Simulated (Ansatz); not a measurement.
## CdS: frozen-core PAW against all-electron methods

```xyz
4
Lattice="4.1348 0.0207 0.0207 -2.0495 3.5705 0.0076 0.0337 0.0337 6.7490" Properties=species:S:1:pos:R:3 pbc="T T T"
Cd    0.0119    2.3872    0.0119
Cd    2.0902    1.2208    3.3908
S     0.0249    2.4002    2.6103
S     2.1032    1.2338    5.9892
```

Atoms are numbered in the order listed.

The conventional cell has a = 4.117 Å, b = 4.135 Å, c = 6.749 Å, α = 90.57°, β = 90.21°, γ = 119.57°. Cd (atom 1) is surrounded by 4 S at 2.50 to 2.60 Å. Around Cd (atom 2) lie 4 S at 2.50 to 2.60 Å. S (atom 3) has 4 Cd at 2.50 to 2.60 Å as nearest neighbours. S (atom 4) has 4 Cd at 2.50 to 2.60 Å as nearest neighbours.

The cell is COD entry 9008862, as deposited and not checked against the literature; nothing was relaxed. It differs from other determinations. The listed cell was then made from it by scaling, straining or moving an atom.

All numbers are computed: DFT, PBEsol, PAW with Ansatz's default frozen-core files, scalar-relativistic (Ansatz 0.2.0); DFT, PBEsol, all-electron PAW with datasets made for the crystal, scalar-relativistic (Ansatz 0.2.0); DFT, PBEsol, all-electron LAPW, scalar-relativistic (Ansatz 0.2.0).

For PAW: a Γ-centred 7×7×4 k mesh, Fermi–Dirac smearing of 0.01 eV, cutoff 420 eV, no spin polarisation; the PAW files were made with PBE, and the program remakes their frozen cores for this functional. The crystal-made all-electron datasets (AE datasets) take a cutoff of 260 eV at this cell. LAPW targets a basis error of 1 meV/atom. The Ansatz runs share mesh, smearing and spin set-up. Plane-wave (PAW) pressures include the program's estimate of the Pulay term.

Stress and pressure are positive in compression.

The change that made this cell: equal xy, yz and zx engineering shear strains of +1 %.

| quantity | PAW | AE datasets | LAPW |
| --- | --- | --- | --- |
| pressure (GPa) | -0.55 | -0.52 | -0.52 |
| stress xx (GPa) | 0.14 | 0.16 | 0.16 |
| stress zz (GPa) | -1.91 | -1.89 | -1.89 |
| stress yz (GPa) | -0.24 | -0.24 | -0.24 |
| stress xz (GPa) | -0.24 | -0.24 | -0.24 |
| stress xy (GPa) | -0.42 | -0.42 | -0.42 |
| force on Cd1, z (eV/Å) | 0.248 | 0.248 | 0.248 |
| force on Cd2, z (eV/Å) | 0.246 | 0.246 | 0.247 |
| force on S3, z (eV/Å) | -0.246 | -0.246 | -0.246 |
| force on S4, z (eV/Å) | -0.248 | -0.248 | -0.248 |
| band gap (eV) | 1.071 | 1.072 | 1.072 |
